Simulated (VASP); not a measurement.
Crystal: MoSe2.

```xyz
6
Lattice="3.2787 0.0000 0.0000 -1.6393 2.8394 0.0000 0.0000 0.0000 12.7250" Properties=species:S:1:pos:R:3 pbc="T T T"
Mo    0.0000    1.8929    3.1813
Mo    1.6393    0.9465    9.5438
Se    0.0000    1.8929    7.8683
Se    1.6393    0.9465    1.5058
Se    0.0000    1.8929   11.2192
Se    1.6393    0.9465    4.8567
```

Base run:

* Program: VASP 6.6.1
* Functional: PBE
* Potentials or basis: VASP PAW PBE potentials, release 64 (Mo_sv, Se)
* Cutoff: 520 eV
* k mesh: 9 × 9 × 2
* Occupations: gaussian, width 0.03 eV
* Spin: no spin polarisation

Its results: band gap on the k mesh 0.84 eV, indirect (least direct gap 1.46 eV).

Question: After a change of settings the same cell gave: band gap on the k mesh 0.76 eV, indirect (least direct gap 1.46 eV). Which change was it?
A. functional from PBE to r2SCAN; further incar settings from ALGO = Normal; EDIFF = 1e-06; NBANDS = 50 to ALGO = Normal; EDIFF = 1e-06; NBANDS = 35
B. k mesh from 9 × 9 × 2 to 12 × 12 × 3; further incar settings from ALGO = Normal; EDIFF = 1e-06; NBANDS = 50 to ALGO = Normal; EDIFF = 1e-08
C. functional from PBE to TB-mBJ; further incar settings from ALGO = Normal; EDIFF = 1e-06; NBANDS = 50 to ALGO = Normal; EDIFF = 1e-06; NBANDS = 35

Answer: B.

Caveats: an odd mesh through Γ misses points on the zone boundary, where band edges often lie.
